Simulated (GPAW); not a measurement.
Te2Mo: band structure with LDA

Te2Mo, a slab with vacuum:

```
Te Mo
1.0
     3.51820    0.00000    0.00000
    -1.75910    3.04685    0.00000
     0.00000    0.00000   25.97360
Te Mo
4 2
Direct
  0.33333 0.66667 0.56510
  0.66667 0.33333 0.29610
  0.33333 0.66667 0.70390
  0.66667 0.33333 0.43490
  0.33333 0.66667 0.36550
  0.66667 0.33333 0.63450
```

```json
{
 "Program": "GPAW 26.7.0",
 "Task": "band structure",
 "Functional": "LDA",
 "Potentials or basis": "the program's PAW data sets (release 1.2.1) made for this functional",
 "Cutoff": "600 eV",
 "Basis": "pw",
 "k mesh": "9 × 9 × 1",
 "Occupations": "fermi-dirac, width 0.05 eV",
 "Spin": "spin-orbit coupling, no magnetisation",
 "Ranks": "4",
 "Maxiter": "150",
 "Band path": "GMKGALHA,LM,KH",
 "Band points": "61",
 "spin axis theta (degrees)": "0",
 "spin axis phi (degrees)": "0",
 "Soc after scf": "second variation"
}
```

```yaml
Largest_force: 0.494 eV/Å
Band_gap_on_the_k_mesh: 0.98 eV, direct
Band_gap_along_the_path: 0.92 eV, indirect (least direct gap 0.98 eV)
```

Forces on the atoms (eV/Å):
```
Te   0.000  0.000  0.383
Te   0.000  0.000  0.494
Te   0.000  0.000 -0.494
Te   0.000  0.000 -0.383
Mo   0.000  0.000 -0.049
Mo   0.000  0.000  0.049
```

Levels at the corners of the path, in eV from the valence-band top:
| point | band 49 | band 50 | band 51 | band 52 | band 53 | band 54 | band 55 | band 56 |
| --- | --- | --- | --- | --- | --- | --- | --- | --- |
| Γ | -0.69 | -0.69 | 0.00 | 0.00 | 2.60 | 2.60 | 2.67 | 2.67 |
| M | -0.42 | -0.42 | -0.29 | -0.29 | 1.30 | 1.30 | 1.33 | 1.33 |
| K | -0.26 | -0.26 | 0.00 | 0.00 | 0.98 | 0.98 | 1.02 | 1.02 |
| Γ | -0.69 | -0.69 | 0.00 | 0.00 | 2.60 | 2.60 | 2.67 | 2.67 |
| A | -0.69 | -0.69 | 0.00 | 0.00 | 2.60 | 2.60 | 2.67 | 2.67 |
| L | -0.42 | -0.42 | -0.29 | -0.29 | 1.30 | 1.30 | 1.33 | 1.33 |
| H | -0.26 | -0.26 | 0.00 | 0.00 | 0.98 | 0.98 | 1.02 | 1.02 |
| A | -0.69 | -0.69 | 0.00 | 0.00 | 2.60 | 2.60 | 2.67 | 2.67 |
| L | -0.42 | -0.42 | -0.29 | -0.29 | 1.30 | 1.30 | 1.33 | 1.33 |
| M | -0.42 | -0.42 | -0.29 | -0.29 | 1.30 | 1.30 | 1.33 | 1.33 |
| K | -0.26 | -0.26 | 0.00 | 0.00 | 0.98 | 0.98 | 1.02 | 1.02 |
| H | -0.26 | -0.26 | 0.00 | 0.00 | 0.98 | 0.98 | 1.02 | 1.02 |

Wall time 2.7 min on 4 MPI ranks on Intel(R) Xeon(R) Platinum 8375C CPU @ 2.90GHz (Ice Lake), with other jobs on the host, peak memory 0.62 GiB a rank.

Caveat: spin-orbit coupling was added after a scalar SCF, so levels and gaps hold it while energy, forces, pressure and moments don't; this program's spin-orbit splittings come out too wide for heavy elements. Expect the measured gap to be larger: semilocal functionals such as LDA lack the derivative discontinuity.
